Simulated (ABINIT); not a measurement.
**Rh: equation of state with r2SCAN**

The system is Rh.

```xyz
1
Lattice="0.0000 1.8979 1.8979 1.8979 0.0000 1.8979 1.8979 1.8979 0.0000" Properties=species:S:1:pos:R:3 pbc="T T T"
Rh    0.0000    0.0000    0.0000
```

* Program: ABINIT 10.8.3 (patched build)
* Task: equation of state
* Functional: r2SCAN
* Potentials or basis: PseudoDojo NC SR PBE v0.4.1 standard
* Cutoff: 1442 eV
* k mesh: 8 × 8 × 8
* Occupations: fermi-dirac, width 0.05 eV
* Spin: no spin polarisation

- Equilibrium volume: 13.69 Å³/atom (rough: see the caveat)
- Bulk modulus: 285 GPa (rough)

Energy against volume, from the lowest point:
| volume (Å³/atom) | energy (meV/atom) |
| --- | --- |
| 12.851 | 51.66 |
| 13.125 | 22.41 |
| 13.398 | 5.67 |
| 13.671 | 0.00 |
| 13.945 | 4.13 |
| 14.218 | 16.92 |
| 14.492 | 37.37 |

Run time: 6.4 min on 4 MPI ranks on Arm Neoverse V2 (shared host), peak memory 0.6 GiB a rank.

Caveat: a meta-GGA on potentials with a model core is unreliable; a meta-GGA on norm-conserving files made for a GGA shifts volumes by about 1 %; pressures at fixed basis lie under the slope of the energies; the potentials were made for another functional, which shifts forces and pressure; the fit is rough or its minimum lies at the end of the range.
